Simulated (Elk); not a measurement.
# Dielectric function and optical constants of AgBr

Wanted: where AgBr starts to absorb, how strongly, and its refractive index. The cell comes from an older database entry, whose edges can differ from later determinations, mostly by under a per cent.

Main program and level: Elk 11.2.3 (patched build); DFT, PBE, all-electron APW+lo, Dirac cores, scalar-relativistic bands, independent-particle optical response without local fields.

The database entry behind the starting cell differs from later determinations by our own check (about 0.6 % short of the room-temperature cell), so it need not match the best structure at ambient conditions.

**1. The structure**

It takes space group Fm-3m (No. 225, cubic). The conventional cell has a = 5.740 Å, b = 5.740 Å, c = 5.740 Å, α = 90.00°, β = 90.00°, γ = 90.00°. Nearest to Ag lie 6 Br at 2.87 Å. Nearest to Br lie 6 Ag at 2.87 Å. Farther neighbours and most contacts between anions are not listed.

**2. Ground state**

The self-consistent density comes first; it also tells whether there is a gap, which decides the occupations and the need for a Drude term.

This step: DFT, PBE, all-electron APW+lo, Dirac cores, scalar-relativistic bands, ground state (Elk 11.2.3 (patched build)).

elk.in reads:

```
tasks
  0
  120

xctype
  20

nempty
  14

lorbcnd
  .true.

rgkmax
  7.0

swidth
  0.0018375

maxscl
  100

epsengy
  1e-05

sppath
  './'

avec
  0.000000000000 5.423797436595 5.423797436595
  5.423797436595 0.000000000000 5.423797436595
  5.423797436595 5.423797436595 0.000000000000

atoms
  2
  'Ag.in'
  1
  0.000000000000 0.000000000000 0.000000000000   0.000 0.000 0.000
  'Br.in'
  1
  0.500000000000 0.500000000000 0.500000000000   0.000 0.000 0.000

ngridk
  10 10 10
```

Launch:

```sh
> OMP_NUM_THREADS=4 elk
```

The next run changes these lines of the input before it:

```diff
@@ -1,4 +1,6 @@
 tasks
-  0
-  120
+  121
+
+optcomp
+  1 1
 
@@ -17,9 +19,7 @@
 swidth
-  0.0018375
+  0.0036749
 
-maxscl
-  100
-
-epsengy
-  1e-05
+wplot
+  400 100 0
+  0.0 0.80849
```

**Question.** What will these runs give for the electronic dielectric constant ε∞, mean over x, y and z; and main peak of Im epsilon, first axis?

At this level (PBE, independent particles) AgBr has ε∞ = 6.33 and n = 2.54 at 1550 nm, and Im ε peaks at 4.4 eV. On the mesh the gap is 0.64 eV and the least direct gap 2.58 eV, so on this mesh the band edges lie at different points. Distinct maxima of Im ε, read by a parabola through the highest points, lie at 4.01 eV (10.0), 4.37 eV (13), 4.75 eV (11) and 6.29 eV (5.8).

| Property | Result |
| --- | --- |
| electronic dielectric constant ε∞, mean over x, y and z (by symmetry where fewer were run) (independent particles) | 6.33 |
| main peak of Im epsilon, first axis | 4.37 eV |

Excitons and phonon-assisted transitions are missing, and so are local fields; PBE gaps are as a rule too small, which pulls the onset down and ε∞ up. The sum runs over mesh points, so small or evenly spaced maxima can still be ripples of the mesh.

[Machine, clock and banner lines and Python warnings are left out of the logs.]

[Logs are printed without paths, hosts, clocks, repeated set-up lines and the standing remarks that a program may print on its own settings, such as how far it seeks lower states.]

[Hosts, paths, dates, database ids (printed as entryN), source tags and the programs' standing remarks are cut or masked in the printed files.]
